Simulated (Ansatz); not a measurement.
# C: the cost of one run

Computed with Ansatz 0.2.0 (DFT PBE, scalar-relativistic, plane waves, PAW, unless a step's input says otherwise).

6 further runs of the same task are left out: 6 set aside as unsound or not needed.

**1. Starting point**

It takes space group Fmmm (No. 69, orthorhombic). Conventional cell: a = 2.467 Å, b = 4.272 Å, c = 8.528 Å, α = 90.00°, β = 90.00°, γ = 90.00°. C (site symmetry m2m) is surrounded by 3 C at 1.42 Å.

Coordinates:

```
CELL_PARAMETERS angstrom
2.46658 0.00000 0.00000
0.00000 4.27208 0.00000
0.00000 0.00000 8.52754
ATOMIC_POSITIONS crystal
C 0.50000 0.66667 0.50000
C 0.00000 0.83333 0.50000
C 0.50000 0.16667 0.00000
C 0.00000 0.33333 0.00000
C 0.00000 0.66667 0.00000
C 0.50000 0.83333 0.00000
C 0.00000 0.16667 0.50000
C 0.50000 0.33333 0.50000
```

It goes back to an entry of the Materials Project, which need not be the stable form.

**2. The unstrained reference**

The input, input.yaml:

```yaml
crystal:
  lattice:
    - [2.4665773906, 0.0, 0.0]
    - [0.0, 4.272083287, 0.0]
    - [0.0, 0.0, 8.5275396862]
  atoms:
    - { symbol: C, position: [0.5, 0.6666682178, 0.5] }
    - { symbol: C, position: [0.0, 0.8333317822, 0.5] }
    - { symbol: C, position: [0.5, 0.1666682178, 0.0] }
    - { symbol: C, position: [0.0, 0.3333317822, 0.0] }
    - { symbol: C, position: [0.0, 0.6666682178, 0.0] }
    - { symbol: C, position: [0.5, 0.8333317822, 0.0] }
    - { symbol: C, position: [0.0, 0.1666682178, 0.5] }
    - { symbol: C, position: [0.5, 0.3333317822, 0.5] }
basis:
  ecutwfc: 420
kpoints:
  mp_grid: { grid: [14, 8, 4] }
hamiltonian:
  xc: pbe
scf:
  occupations: { method: gaussian, width: 0.1 }
output:
  forces: true
  stress: true
  eigenvalues: true
  write_density: true
  write_potential: true
  elf: true
  volumetric_format: npy
```

Command:

```
> ansatz run input.yaml --threads 1 --pin off --max-ram 2560MiB --backend cpu --events-out ev --progress --plain --runs-dir out
```

**Question.** How long does this run take on 1 thread of Intel Xeon at 2.50GHz (Skylake/Cascade Lake), shared host, and how much memory does it need?

About 30 s, with a peak of 0.46 GiB.
